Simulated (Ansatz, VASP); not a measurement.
# TaN: VASP beside Ansatz

The input INCAR:

```
SYSTEM = TaN
  PREC = Accurate
  ENCUT = 520
  EDIFF = 1E-6
  ISMEAR = 0
  SIGMA = 0.15
  LREAL = .False.
  LASPH = .True.
  NELM = 80
  ALGO = Normal
  ISIF = 2
  LWAVE = .False.
  LCHARG = .False.
  GGA = PS
  NBANDS = 15
```

The input KPOINTS:

```
regular mesh
0
Gamma
  18 18 18
  0 0 0
```

Contents of POSCAR:

```
TaN
1.0
    0.0000000000      2.1245250000      2.0700500000
    2.1245250000      0.0000000000      2.0700500000
    2.1245250000      2.1245250000      0.0000000000
Ta N
1 1
Direct
    0.5000000000      0.5000000000      0.5000000000
    0.0000000000      0.0000000000      0.0000000000
```

Input for Ansatz:

```yaml
crystal:
  lattice:
    - [0.0, 2.124525, 2.07005]
    - [2.124525, 0.0, 2.07005]
    - [2.124525, 2.124525, 0.0]
  atoms:
    - { symbol: Ta, position: [0.5, 0.5, 0.5] }
    - { symbol: "N", position: [0.0, 0.0, 0.0] }
basis:
  ecutwfc: 420
kpoints:
  mp_grid: { grid: [18, 18, 18] }
hamiltonian:
  xc: pbesol
scf:
  occupations: { method: gaussian, width: 0.15 }
output:
  forces: true
  stress: true
  eigenvalues: true
```

Change from the starting cell: strain -0.025 along x and y, -0.050 along z, atoms carried along.

Alike in both runs: task single point; functional PBEsol; k mesh 18 × 18 × 18; occupations gaussian, width 0.15 eV; no spin polarisation.

|  | VASP | Ansatz |
| --- | --- | --- |
| version | VASP 6.6.1 | Ansatz 0.2.0 |
| potentials or method | VASP PAW PBE potentials, release 64 (Ta_pv, N) | scalar-relativistic, plane waves, PAW |
| plane-wave cutoff (eV) | 520 | 420 |
| valence electrons in the cell | 16 | 18 |

```csv
,VASP,Ansatz,Ansatz less VASP
gap on the k mesh at the Fermi level (eV),none,none,-
pressure (GPa),54.9,53.1,-1.85
largest component of the traceless stress (GPa),19.42,19.19,-0.239
```

A gap of «none» marks a metal or a gap that the smearing closes. The two sets of potentials don't hold the same shells in valence.

Caveats: so large a pressure means that the cell lies far from this level's equilibrium, or that cutoff or potentials fall short (VASP); the potentials were made for another functional, which shifts forces and pressure (VASP). Spin-orbit coupling is left out, which matters for the levels of Ta.
